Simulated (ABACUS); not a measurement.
SiO2:

```
Si O
1.0
    -4.47204    4.47204    2.61177
     4.47204   -4.47204    2.61177
     4.47204    4.47204   -2.61177
Si O
4 8
Direct
  0.82311 0.82311 0.64622
  0.17689 0.82311 0.00000
  0.82311 0.17689 0.00000
  0.17689 0.17689 0.35378
  0.00000 0.79145 0.79145
  0.20855 0.00000 0.20855
  0.79145 0.00000 0.79145
  0.00000 0.20855 0.20855
  0.00000 0.00000 0.50000
  0.50000 0.00000 0.00000
  0.00000 0.50000 0.00000
  0.50000 0.50000 0.50000
```

The cell comes from a database or a generator and needn't be the stable form of this composition.

```yaml
Program: ABACUS 3.10.1
Task: single point
Functional: PBE
Potentials_or_basis: PseudoDojo NC SR 0.4.1 PBE standard
Cutoff: 1143 eV
Density_cutoff: 4572 eV
Basis: plane waves
k_mesh: 6 × 6 × 6
Occupations: fermi-dirac, width 0.05 eV
Spin: no spin polarisation
```

On this cell: pressure 3.3 GPa; largest force 0.186 eV/Å; band gap on the k mesh 5.49 eV, indirect (least direct gap 5.50 eV).

The same run follows on a disturbed copy (atoms moved at random, drawn with an rms of 0.05 Å):

```xyz
12
Lattice="-4.4720 4.4720 2.6118 4.4720 -4.4720 2.6118 4.4720 4.4720 -2.6118" Properties=species:S:1:pos:R:3 pbc="T T T"
Si    2.9120    2.8677    2.6312
Si    2.9040   -2.9344    2.5996
Si   -2.8373    2.8908    2.6299
Si    1.5813    1.5440   -0.0156
O     7.0714    0.0021    0.0338
O     0.0521    1.8469    0.0067
O    -0.0315    7.1068   -0.0065
O     1.8486    0.0221    0.0220
O     2.2178    2.2172   -1.2971
O    -2.2011    2.2260    1.2898
O     2.2167   -2.2196    1.2840
O     2.2252    2.2283    1.3007
```

Question: What does the disturbed cell give?

Answer: The energy moves by +42.3 meV/atom; pressure 4.5 GPa; largest force 3.921 eV/Å; band gap on the k mesh 5.31 eV, indirect (least direct gap 5.35 eV).

Forces in eV/Å, atoms in the order of the input:
```
Si  -2.544  0.166 -0.795
Si   0.936  1.809 -0.271
Si  -2.466  0.750 -2.730
Si   1.201  2.170  1.104
O   -0.340 -1.460 -0.183
O   -3.540  0.260 -0.273
O    3.909 -0.315  0.017
O    0.741 -3.047 -0.115
O    0.594  0.407 -0.945
O   -0.426  0.589  0.734
O    1.576 -1.611  2.893
O    0.358  0.283  0.565
```

Stress tensor (GPa, compression positive):
```
 4.06 -1.88 -0.02
-1.88  6.25 -1.65
-0.02 -1.65  3.05
```

Caveats: there are fewer bands than atomic start orbitals, so a level may be missed at k points of high symmetry.

A k mesh can miss the band edges.
